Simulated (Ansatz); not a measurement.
## BaTiO₃ under strain

Theory: DFT PBEsol, scalar-relativistic, plane waves, PAW (Ansatz 0.2.0). Settings: 420 eV cutoff, 8×8×8 k-mesh, Gaussian smearing of 0.02 eV, no spin polarisation.

The relaxed crystal:

```
Ba Ti O
1.0
     3.95549    0.00000    0.00000
     0.00000    3.95549    0.00000
     0.00000    0.00000    4.04404
Ba Ti O
1 1 3
Direct
  0.50000 0.50000 0.58252
  0.00000 0.00000 0.09773
  0.00000 0.50000 0.06348
  0.50000 0.00000 0.06348
  0.00000 0.00000 0.55279
```

Deformation: biaxial strain in the a-b plane, with the length and tilt of c and the atoms relaxed, all within the symmetry that the strain leaves. Energies are extrapolated to zero smearing. Stress is positive in compression, on the Cartesian axes of the cell above. Gaps are Kohn–Sham gaps over the whole zone.

Spin-orbit coupling is left out, which matters for the bands and energies of heavy elements.

| strain (%) | ΔE (meV/atom) | a (Å) | b (Å) | c (Å) | σxx (GPa) | σyy (GPa) | σzz (GPa) | gap (eV) |
| --- | --- | --- | --- | --- | --- | --- | --- | --- |
| -4.5 | 45.2 | 3.777 | 3.777 | 4.528 | 9.74 | 9.74 | 0.01 | 1.95 |
| -3.0 | 21.5 | 3.837 | 3.837 | 4.270 | 8.62 | 8.62 | 0.01 | 1.91 |
| -1.5 | 5.4 | 3.896 | 3.896 | 4.135 | 4.57 | 4.57 | 0.01 | 1.88 |
| +0.0 | 0.0 | 3.955 | 3.955 | 4.044 | 0.00 | 0.00 | -0.01 | 1.85 |
| +1.5 | 5.2 | 4.015 | 4.015 | 3.975 | -4.36 | -4.36 | -0.01 | 1.81 |
| +3.0 | 20.2 | 4.074 | 4.074 | 3.920 | -8.31 | -8.31 | -0.01 | 1.71 |
| +4.5 | 44.2 | 4.133 | 4.133 | 3.874 | -11.81 | -11.81 | -0.01 | 1.58 |